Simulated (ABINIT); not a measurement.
Here is an ABINIT 10.8.3 (patched build) calculation.

The input run.abi:

```
# Pseudopotentials
pp_dirpath "./"
pseudos "Sn.upf, O.upf"

# Structure
acell 3*1.0 Angstrom
rprim
     3.3550050000     0.0000000000     0.0000000000
     0.0000000000     5.6741040000     0.0000000000
     0.0000000000     0.0000000000     4.2219700000
ntypat 2
znucl 50 8
natom 4
typat 1 1 2 2
xred
     0.5000000000     0.7680910000     0.0131440000
     0.0000000000     0.2319090000     0.5131440000
     0.5000000000     0.1087500000     0.2368570000
     0.0000000000     0.8912500000     0.7368570000
chkprim 0
chksymtnons 0
tolsym 1.0e-6

# Plane-wave basis
ecut 42.0

# k points
kptopt 1
ngkpt 8 5 6
nshiftk 1
shiftk 0.0 0.0 0.0

# Exchange and correlation
ixc -116133

# Bands and occupations
nband 24
occopt 3
tsmear 0.05 eV

# SCF cycle
nstep 100
tolvrs 1.0e-10

# Output
iomode 3
prtwf 0
prteig 0
prtebands 0
prtden 1
prtvha 1
prtvclmb 1
prtpot 1
prtelf 1
```

Potentials or basis: PseudoDojo NC SR PBEsol v0.4.1 standard.

Command:

```bash
$ mpirun --bind-to none -np 4 abinit run.abi > log 2>&1
```

Predict the largest force.

0.315 eV/Å.

What does it give for the pressure?

-2.5 GPa.

Stress tensor (GPa, compression positive):
```
-3.01  0.00  0.00
 0.00 -2.24  0.00
 0.00  0.00 -2.28
```
